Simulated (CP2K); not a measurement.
**Pb under changes of volume**

One of the cells (40.672 Å³/atom); the others are scaled copies at fixed shape and fractional positions:

```
CELL_PARAMETERS angstrom
4.86348 0.00000 0.00000
2.43174 4.21190 0.00000
2.43174 1.40397 3.97102
ATOMIC_POSITIONS crystal
Pb 0.25000 0.25000 0.25000
Pb 0.00000 0.00000 0.00000
```

This isn't the form of Pb at room conditions, which is fcc.

| Quantity | Value |
| --- | --- |
| Program | CP2K 2026.2 |
| Functional | PBEsol |
| Potentials or basis | POTENTIAL_UZH Pb GTH-PBE-q4; TZVP-MOLOPT-PBE-GTH basis |
| Density cutoff | 6123 eV |
| k mesh | 7 × 7 × 7 |
| Occupations | fermi-dirac, width 0.05 eV |
| Spin | no spin polarisation |

| volume (Å³/atom) | energy over the lowest point (meV/atom) | pressure (GPa) |
| --- | --- | --- |
| 38.232 | 66.40 | 4.7 |
| 39.045 | 45.08 | 3.7 |
| 39.859 | 28.44 | 2.9 |
| 40.672 | ? | ? |
| 41.486 | 7.39 | 1.4 |
| 42.299 | 2.16 | 0.7 |
| 43.112 | 0.00 | 0.1 |

Q: What does the run at 40.672 Å³/atom give?

A: Energy over the lowest point 16.02 meV/atom; pressure 2.1 GPa.

Worked out: A Birch-Murnaghan fit of order 3 (a polynomial in V^(-2/3)) to the other rows has its minimum at 43.33 Å³/atom, just outside them, with B0 = V·E''(V) = 28 GPa and B' = 4.6. It gives 16.03 meV/atom at 40.672 Å³/atom, against the run's 16.02, and -dE/dV = 2.1 GPa, against 2.1.

Energies are extrapolated to zero smearing.

Caveats: the potentials were made for another functional, which shifts forces and pressure; the basis of atomic orbitals isn't converged, which shifts pressures, moduli and gaps.
